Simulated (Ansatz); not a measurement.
# Ga in Ansatz: the effect of functional

Crystal: Ga.

```xyz
2
Lattice="2.7409 0.0000 0.0000 0.0000 3.2373 0.0000 -1.3253 0.0000 3.9363" Properties=species:S:1:pos:R:3 pbc="T T T"
Ga   -0.6518    2.4279    3.0316
Ga    2.0674    0.8093    0.9047
```

This isn't the form of Ga at room conditions, which is orthorhombic.

The cell isn't the ideal one: volume scaled by 0.96.

Alike in all runs:

```yaml
Program: Ansatz 0.2.0
Task: single point
Potentials_or_basis: Ansatz PAW
k_mesh: 10 × 8 × 7
Occupations: fermi-dirac, width 0.05 eV
Spin: no spin polarisation
```

```tsv
functional	cutoff	pressure (GPa)	largest force (eV/Å)
LDA	420 eV (not typed: the program's choice for these potentials)	?	?
PBE	420 eV (not typed: the program's choice for these potentials)	5.9	0.10
PBEsol	420 eV (not typed: the program's choice for these potentials)	1.9	0.09
r2SCAN	500 eV (not typed: the program's choice for these potentials)	2.6	0.07
```

Problem. What does the run with functional LDA give?

Solution. Pressure -0.4 GPa; largest force 0.08 eV/Å.

Caveats: the PAW data sets come from PBE, with cores solved anew for the run's functional, which leaves a small shift of forces and pressure (some runs).
